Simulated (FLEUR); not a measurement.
The system is GaN.

```xyz
2
Lattice="0.0000 2.2535 2.2535 2.2535 0.0000 2.2535 2.2535 2.2535 0.0000" Properties=species:S:1:pos:R:3 pbc="T T T"
Ga    0.0000    0.0000    0.0000
N     1.1268    1.1268    1.1268
```

The cell is a database's computed one.

Base run:

```yaml
Program: FLEUR MaX-R8.1 (later development tree)
Functional: LDA
Potentials_or_basis: all-electron
Basis: FLAPW
Kmax: 5.05 1/bohr
k_mesh: 10 × 10 × 10
Occupations: fermi-dirac, width 0.05 eV
Spin: no spin polarisation
```

Its results: band gap on the k mesh 1.74 eV, direct.

Task: After a change of settings the same cell gave: band gap on the k mesh 2.15 eV, direct. Which change was it?
A. functional from LDA to BLYP
B. functional from LDA to r2SCAN
C. functional from LDA to AM05
D. functional from LDA to PBEsol

Result: B.

r2SCAN gives the wider gap, since meta-GGAs in the generalised Kohn-Sham scheme recover part of the derivative discontinuity.

Caveats: the meta-GGA is that of a development version, with a GGA for the radial functions and cores and without core tails (some runs).

Not every run made on this cell is shown here.
